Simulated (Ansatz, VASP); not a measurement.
# MnS in VASP and in Ansatz

```
Mn S
1.0
     0.00000    2.80000    2.80000
     5.60000    2.80000    2.80000
     5.60000    5.60000    0.00000
Mn S
2 2
Direct
  0.00000 0.00000 0.00000
  0.00000 0.00000 0.50000
  0.75000 0.75000 0.00000
  0.75000 0.75000 0.50000
```

Alike in both runs: task single point; functional PBE; k mesh 6 × 6 × 6; occupations gaussian, width 0.05 eV; collinear spin; Hubbard terms Mn d U = 6.0 eV.

|  | VASP | Ansatz |
| --- | --- | --- |
| version | VASP 6.6.1 | Ansatz 0.2.0 |
| potentials or method | VASP PAW PBE potentials, release 64 (Mn_pv, S) | scalar-relativistic, plane waves, PAW |
| plane-wave cutoff (eV) | 520 | 420 |
| valence electrons in the cell | 38 | 42 |

VASP gave:

* gap on the k mesh at the Fermi level (eV): 2.90
* least direct gap on the mesh (eV): 2.90
* pressure (GPa): 5.3
* largest component of the traceless stress (GPa): 0.22
* net moment per atom (μB): 0.00
* size of the moment on the site where the two differ most (μB): 4.59

What did Ansatz give for the same quantities?

gap on the k mesh at the Fermi level (eV): 2.87; least direct gap on the mesh (eV): 2.87; pressure (GPa): 5.3; largest component of the traceless stress (GPa): 0.25; net moment per atom (μB): 0.00; size of the moment on the site where the two differ most (μB): 4.35.

Site moments also hang on the region over which each program counts them. The programs project onto different local orbitals, so the same U acts differently. The two sets of potentials don't hold the same shells in valence.

A k mesh can miss the band edges. The state reached can hang on the start; a lower one may exist.
